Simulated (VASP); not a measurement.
# ZnS (Wurtzite-4H) (P6_3mc) in VASP: further runs

ZnS (Wurtzite-4H) is run at these levels: r2SCAN; tasks: single point.

Program: VASP 6.6.1. These are calculated values, not measurements. Logs are shortened: lines on timing, memory, paths and dates and some standing lists are left out, and cuts for length are marked.

**What was measured.**

A printed reference work, monograph reports, for a bulk crystal of ZnS at 4 K: band gap 3.911 eV (direct).

The runs below are set against these values where they give the same quantity.

### 1 The cell of the first run

Symmetry: P6_3mc, No. 186, hexagonal system. Conventional cell: a = 3.745 Å, b = 3.745 Å, c = 12.264 Å, α = 90.00°, β = 90.00°, γ = 120.00°. Within 3.0 Å of Zn (site symmetry 3m) lie 4 S at 2.29 to 2.30 Å. Within 3.0 Å of Zn (site symmetry 3m) lie 4 S at 2.29 to 2.30 Å. S (site symmetry 3m) has 4 Zn at 2.29 to 2.30 Å within 3.0 Å. S (site symmetry 3m) has 4 Zn at 2.29 to 2.30 Å within 3.0 Å.

### 2 Single point, r2SCAN

POSCAR reads:

```
ZnS
1.0
    3.7446638178      0.0000000000      0.0000000000
   -1.8723319089      3.2429739948      0.0000000000
    0.0000000000      0.0000000000     12.2644180811
Zn S
4 4
Direct
    0.6666666667      0.3333333333      0.7500000000
    0.3333333333      0.6666666667      0.2500000000
    0.0000000000      0.0000000000      0.5000000000
    0.0000000000      0.0000000000      0.0000000000
    0.6666666667      0.3333333333      0.9375000000
    0.3333333333      0.6666666667      0.4375000000
    0.0000000000      0.0000000000      0.6875000000
    0.0000000000      0.0000000000      0.1875000000
```

INCAR.step1 reads:

```
SYSTEM = ZnS
ALGO     = Normal         ! electronic algorithm
EDIFF    = 1E-4           ! SCF threshold, eV
ENCUT    = 520            ! plane-wave cutoff, eV
GGA      = PE             ! functional
ISMEAR   = -1             ! smearing method
LASPH    = .True.         ! aspherical terms in the spheres
LCHARG   = .False.        ! write CHGCAR
LREAL    = .False.        ! projectors in reciprocal space
LWAVE    = .True.         ! write WAVECAR
NBANDS   = 46             ! bands
NELM     = 80             ! most SCF steps
PREC     = Accurate       ! precision mode
SIGMA    = 0.05           ! smearing width, eV
```

INCAR.step2 reads:

```
SYSTEM = ZnS
ALGO     = Normal         ! electronic algorithm
EDIFF    = 1E-6           ! SCF threshold, eV
ENCUT    = 520            ! plane-wave cutoff, eV
ISIF     = 2              ! what is computed and relaxed
ISMEAR   = -1             ! smearing method
ISTART   = 1            
LASPH    = .True.         ! aspherical terms in the spheres
LCHARG   = .False.        ! write CHGCAR
LMIXTAU  = .True.       
LREAL    = .False.        ! projectors in reciprocal space
LWAVE    = .False.        ! write WAVECAR
METAGGA  = R2SCAN         ! meta-GGA
NBANDS   = 46             ! bands
NELM     = 80             ! most SCF steps
PREC     = Accurate       ! precision mode
SIGMA    = 0.05           ! smearing width, eV
```

KPOINTS reads:

```
k-points
0
Gamma
  8 8 3
  0 0 0
```

Potentials or basis: VASP PAW PBE potentials, release 64 (Zn, S).

The run is started by

```sh
$ cat potpaw_PBE.64/Zn/POTCAR potpaw_PBE.64/S/POTCAR > POTCAR
$ cp INCAR.step1 INCAR
$ mpirun -np 1 vasp_std > vasp.out
$ cp INCAR.step2 INCAR
$ mpirun -np 1 vasp_std > vasp.out
```

OUTCAR:

```text
SYSTEM = ZnS
   EDIFF = 1E-6
   ENCUT = 520
   ISIF = 2
   ISMEAR = -1
   ISTART = 1
   LASPH = .True.
   LREAL = .False.
   METAGGA = R2SCAN
   NELM = 80
   PREC = Accurate

 ion  position               nearest neighbor table
   1  0.667  0.333  0.750-   7 2.29   7 2.29   7 2.29   5 2.30
   2  0.333  0.667  0.250-   8 2.29   8 2.29   8 2.29   6 2.30
   3  0.000  0.000  0.500-   6 2.29   6 2.29   6 2.29   7 2.30
   4  0.000  0.000  0.000-   5 2.29   5 2.29   5 2.29   8 2.30
   5  0.667  0.333  0.938-   4 2.29   4 2.29   4 2.29   1 2.30
   6  0.333  0.667  0.438-   3 2.29   3 2.29   3 2.29   2 2.30
   7  0.000  0.000  0.688-   1 2.29   1 2.29   1 2.29   3 2.30
   8  0.000  0.000  0.188-   2 2.29   2 2.29   2 2.29   4 2.30

  LATTYP: Found a hexagonal cell.
 ALAT       =     3.7446638178
 C/A-ratio  =     3.2751719988

  Lattice vectors:

 A1 = (   3.7446638178,   0.0000000000,   0.0000000000)
 A2 = (  -1.8723319089,   3.2429739948,   0.0000000000)
 A3 = (   0.0000000000,   0.0000000000,  12.2644180811)

Analysis of symmetry for initial positions (statically):
=====================================================================
 Subroutine PRICEL returns:
 Original cell was already a primitive cell.

 Routine SETGRP: Setting up the symmetry group for a
 hexagonal supercell.

 Subroutine GETGRP returns: Found 12 space group operations
 (whereof  6 operations were pure point group operations)
 out of a pool of 24 trial point group operations.

The static configuration has the point symmetry C_3v.
 The point group associated with its full space group is C_6v.

Analysis of symmetry for dynamics (positions and initial velocities):
=====================================================================
 Subroutine PRICEL returns:
 Original cell was already a primitive cell.

 Routine SETGRP: Setting up the symmetry group for a
 hexagonal supercell.

 Subroutine GETGRP returns: Found 12 space group operations
 (whereof  6 operations were pure point group operations)
 out of a pool of 24 trial point group operations.

The dynamic configuration has the point symmetry C_3v.
 The point group associated with its full space group is C_6v.

 Subroutine INISYM returns: Found 12 space group operations
 (whereof  6 operations are pure point group operations),
 and found     1 'primitive' translations

----------------------------------------------------------------------------------------

                                     Primitive cell

  volume of cell :     148.9372

  direct lattice vectors                    reciprocal lattice vectors
     3.744663818  0.000000000  0.000000000     0.267046669  0.154179466  0.000000000
    -1.872331909  3.242973995  0.000000000     0.000000000  0.308358933  0.000000000
     0.000000000  0.000000000 12.264418081     0.000000000  0.000000000  0.081536686

  length of vectors
     3.744663818  3.744663818 12.264418081     0.308358933  0.308358933  0.081536686

  position of ions in fractional coordinates (direct lattice)
     0.666666667  0.333333333  0.750000000
     0.333333333  0.666666667  0.250000000
     0.000000000  0.000000000  0.500000000
     0.000000000  0.000000000  0.000000000
     0.666666667  0.333333333  0.937500000
     0.333333333  0.666666667  0.437500000
     0.000000000  0.000000000  0.687500000
     0.000000000  0.000000000  0.187500000

  ion indices of the primitive-cell ions
   primitive index   ion index
                 1           1
                 2           2
                 3           3
                 4           4
                 5           5
                 6           6
                 7           7
                 8           8

----------------------------------------------------------------------------------------

 KPOINTS: k-points

Automatic generation of k-mesh.
 Grid dimensions read from file:
 generate k-points for:    8    8    3

 Generating k-lattice:

  Cartesian coordinates                     Fractional coordinates (reciprocal lattice)
     0.033380834  0.019272433  0.000000000     0.125000000 -0.000000000  0.000000000
     0.000000000  0.038544867  0.000000000     0.000000000  0.125000000  0.000000000
     0.000000000  0.000000000  0.027178895     0.000000000  0.000000000  0.333333333

  Length of vectors
     0.038544867  0.038544867  0.027178895

  Shift w.r.t. Gamma in fractional coordinates (k-lattice)
     0.000000000  0.000000000  0.000000000

 Subroutine IBZKPT returns following result:
 ===========================================

 Found     20 irreducible k-points:

 Following reciprocal coordinates:
            Coordinates               Weight
  0.000000  0.000000  0.000000      1.000000
  0.125000  0.000000  0.000000      6.000000
  0.250000  0.000000  0.000000      6.000000
  0.375000  0.000000  0.000000      6.000000
  0.500000  0.000000  0.000000      3.000000
  0.125000  0.125000  0.000000      6.000000
[... 12 lines left out ...]
  0.250000  0.250000  0.333333     12.000000
  0.375000  0.250000  0.333333     12.000000
   k-points           NKPTS =     20   k-points in BZ     NKDIM =     20   number of bands    NBANDS=     46
   number of dos      NEDOS =    301   number of ions     NIONS =      8
   total plane-waves  NPLWV =  75264
   dimension x,y,z NGX =    28 NGY =   28 NGZ =   96
   dimension x,y,z NGXF=    56 NGYF=   56 NGZF=  192
   ions per type =               4   4
   NGX,Y,Z   is equivalent  to a cutoff of  12.43, 12.43, 13.01 a.u.
   NGXF,Y,Z  is equivalent  to a cutoff of  24.86, 24.86, 26.03 a.u.
 SYSTEM =  ZnS
   PREC   = accura    normal or accurate (medium, high low for compatibility)
   ISTART =      1    job   : 0-new  1-cont  2-samecut
   ICHARG =      0    charge: 1-file 2-atom 10-const
   ISPIN  =      1    spin polarized calculation?
   LNONCOLLINEAR =      F non collinear calculations
   LSORBIT =      F    spin-orbit coupling
   LASPH  =      T    aspherical Exc in radial PAW
   ENCUT  =  520.0 eV  38.22 Ry    6.18 a.u.   6.96  6.96 22.80*2*pi/ulx,y,z
   NELM   =     80;   NELMIN=  2; NELMDL=  0     # of ELM steps
   EDIFF  = 0.1E-05   stopping-criterion for ELM
   LREAL  =      F    real-space projection
   EDIFFG = 0.1E-04   stopping-criterion for IOM
   NSW    =      0    number of steps for IOM
   IBRION =     -1    ionic relax: 0-MD 1-quasi-New 2-CG
   NFREE  =      0    steps in history (QN), initial steepest desc. (CG)
   ISIF   =      2    stress and relaxation
   ISYM   =      2    0-nonsym 1-usesym 2-fastsym
   POTIM  = 0.5000    time-step for ionic-motion
   TEBEG  =    0.0;   TEEND  =   0.0 temperature during run
   PSTRESS=    0.0 pullay stress
   NELECT =      72.0000    total number of electrons
   NUPDOWN=      -1.0000    fix difference up-down
   EMIN   =  10.00;   EMAX   =-10.00  energy-range for DOS
   EFERMI =   0.00;   METHOD = LEGACY
   ISMEAR =    -1;   SIGMA  =   0.05  broadening in eV -4-tet -1-fermi 0-gaus
   EFERMI_NEDOS =   21; number of points for ismear=-14 and -15
   IALGO  =     38    algorithm
   IMIX   =      4    mixing-type and parameters
     AMIX     =   0.40;   BMIX     =  1.00
     AMIX_MAG =   1.60;   BMIX_MAG =  1.00
  volume/ion in A,a.u.               =      18.62       125.63
  Fermi-wavevector in a.u.,A,eV,Ry     =   1.284847  2.428008 22.460913  1.650831
  Thomas-Fermi vector in A             =   2.417016
   LORBIT       =      0    0 simple, 1 ext, 2 COOP (PROOUT), +10 PAW based schemes
   METAGGA = R2SCAN    functional components
   LHFCALC =     F    Hartree Fock is set to
   AEXX    =    0.0000 exact exchange contribution
   IVDW    =     0    specifies the selected vdW correction
   LEPSILON=     F    determine dielectric tensor
   LRPA    =     F    only Hartree local field effects (RPA)
 non-spin polarized calculation
  energy-cutoff  :      520.00
  volume of cell :      148.94
 maximum number of plane-waves:      4025
 NGX is ok and might be reduce to    28
   NGX = 13   NGY = 13   NGZ = 45

 number of electron      71.9999998 magnetization

 Free energy of the ion-electron system (eV)
  ---------------------------------------------------
  ext. energy  EPLUGINS =         0.00000000
  ---------------------------------------------------
  free energy    TOTEN  =       -75.35672813 eV

  energy without entropy =      -75.35672813  energy(sigma->0) =      -75.35672813

 E-fermi :   3.4219     XC(G=0): -10.5775

 val. band max:        2.4047897023   @ k =   0.0000   0.0000   0.0000
 cond. band min:       5.3992060113   @ k =   0.0000   0.0000   0.0000
 fundamental gap:      2.9944163089
 Fermi energy:         3.4218927019

 k-point     1 :       0.0000    0.0000    0.0000
  band No.  band energies     occupation
      1     -11.7206      2.00000
      2     -11.2482      2.00000
      3     -11.2355      2.00000
      4     -10.6637      2.00000
      5      -4.3477      2.00000
      6      -4.3432      2.00000
[... 38 lines left out ...]
     45       9.4944      0.00000
     46       9.8926      0.00000

 k-point     2 :       0.1250    0.0000    0.0000
  band No.  band energies     occupation
      1     -11.6027      2.00000
      2     -11.1502      2.00000
      3     -11.1374      2.00000
      4     -10.5976      2.00000
      5      -4.3596      2.00000
      6      -4.3469      2.00000
[... 38 lines left out ...]
     45       9.5684      0.00000
     46       9.8702      0.00000

 k-point     3 :       0.2500    0.0000    0.0000
  band No.  band energies     occupation
      1     -11.2852      2.00000
      2     -10.8971      2.00000
      3     -10.8847      2.00000
      4     -10.4433      2.00000
      5      -4.3913      2.00000
      6      -4.3602      2.00000
[... 38 lines left out ...]
     45       9.9034      0.00000
     46      10.3507      0.00000

 k-point     4 :       0.3750    0.0000    0.0000
  band No.  band energies     occupation
      1     -10.8895      2.00000
      2     -10.6163      2.00000
      3     -10.6057      2.00000
      4     -10.3196      2.00000
      5      -4.4042      2.00000
      6      -4.3292      2.00000
[... 724 lines left out ...]
     45       9.8814      0.00000
     46      10.5111      0.00000

 k-point    19 :       0.2500    0.2500    0.3333
  band No.  band energies     occupation
      1     -10.6674      2.00000
      2     -10.5928      2.00000
      3     -10.3921      2.00000
      4     -10.3209      2.00000
      5      -4.2745      2.00000
      6      -4.2592      2.00000
[... 38 lines left out ...]
     45      10.2313      0.00000
     46      10.5618      0.00000

 k-point    20 :       0.3750    0.2500    0.3333
  band No.  band energies     occupation
      1     -10.4783      2.00000
      2     -10.4459      2.00000
      3     -10.3662      2.00000
      4     -10.3401      2.00000
      5      -4.2732      2.00000
      6      -4.2625      2.00000
[... 38 lines left out ...]
     45      10.3510      0.00000
     46      10.6542      0.00000

------------------------ aborting loop because EDIFF is reached ----------------------------------------

  FORCE on cell =-STRESS in cart. coord.  units (eV):
  Direction    XX          YY          ZZ          XY          YZ          ZX
  --------------------------------------------------------------------------------------
  -------------------------------------------------------------------------------------
  Total        4.1422532      4.1422532      4.0276649      0.0000000      0.0000000     -0.0000000
  in kB       44.5598762     44.5598762     43.3272042      0.0000000      0.0000000     -0.0000000
  external PRESSURE =      44.1489855 kB  Pullay stress =       0.0000000 kB

 VOLUME and BASIS-vectors are now :
 -----------------------------------------------------------------------------
  energy-cutoff  :      520.00
  volume of cell :      148.94
      direct lattice vectors                 reciprocal lattice vectors
     3.744663818  0.000000000  0.000000000     0.267046669  0.154179466  0.000000000
    -1.872331909  3.242973995  0.000000000     0.000000000  0.308358933  0.000000000
     0.000000000  0.000000000 12.264418081     0.000000000  0.000000000  0.081536686

 POSITION                                       TOTAL-FORCE (eV/Angst)
 -----------------------------------------------------------------------------------
      1.87233      1.08099      9.19831         0.000000     -0.000000      0.015421
     -0.00000      2.16198      3.06610         0.000000      0.000000      0.015421
      0.00000      0.00000      6.13221        -0.000000      0.000000      0.057209
      0.00000      0.00000      0.00000         0.000000     -0.000000      0.057209
      1.87233      1.08099     11.49789        -0.000000     -0.000000     -0.002542
     -0.00000      2.16198      5.36568        -0.000000     -0.000000     -0.002542
      0.00000      0.00000      8.43179        -0.000000     -0.000000     -0.070089
      0.00000      0.00000      2.29958        -0.000000     -0.000000     -0.070089
 -----------------------------------------------------------------------------------
    total drift:                               -0.000001     -0.000002      0.090416

  FREE ENERGIE OF THE ION-ELECTRON SYSTEM (eV)
  ---------------------------------------------------
  free  energy   TOTEN  =       -75.3567281291 eV

  energy  without entropy=      -75.3567281290  energy(sigma->0) =      -75.35672813
```

Wall time 9.3 min (1 thread of Intel Xeon 6975P-C, shared host); peak memory 0.34 GiB.

What came out:

- Free energy: -75.3567 eV
- Pressure: 4.4 GPa
- Largest force: 0.070 eV/Å
- Band gap on the k mesh: 2.99 eV, direct

Forces on the atoms (eV/Å):
```
Zn   0.000  0.000  0.015
Zn   0.000  0.000  0.015
Zn   0.000  0.000  0.057
Zn   0.000  0.000  0.057
S    0.000  0.000 -0.003
S    0.000  0.000 -0.003
S    0.000  0.000 -0.070
S    0.000  0.000 -0.070
```

Stress tensor (GPa, compression positive):
```
4.46 0.00 0.00
0.00 4.46 0.00
0.00 0.00 4.33
```

Levels at points of the mesh, in eV from the valence-band top:
```
           k point  band 34  band 35  band 36  band 37  band 38  band 39
(0.00, 0.00, 0.00)    -0.05     0.00     0.00     2.99     3.82     4.09
(0.50, 0.00, 0.00)    -1.77    -1.25    -0.99     3.69     3.75     4.18
```

Caveat: the PAW data sets were made with another functional, which shifts forces and pressure a little. r2SCAN opens gaps a little over a GGA but as a rule still falls short of measured ones.

[end of part 1 of 2]
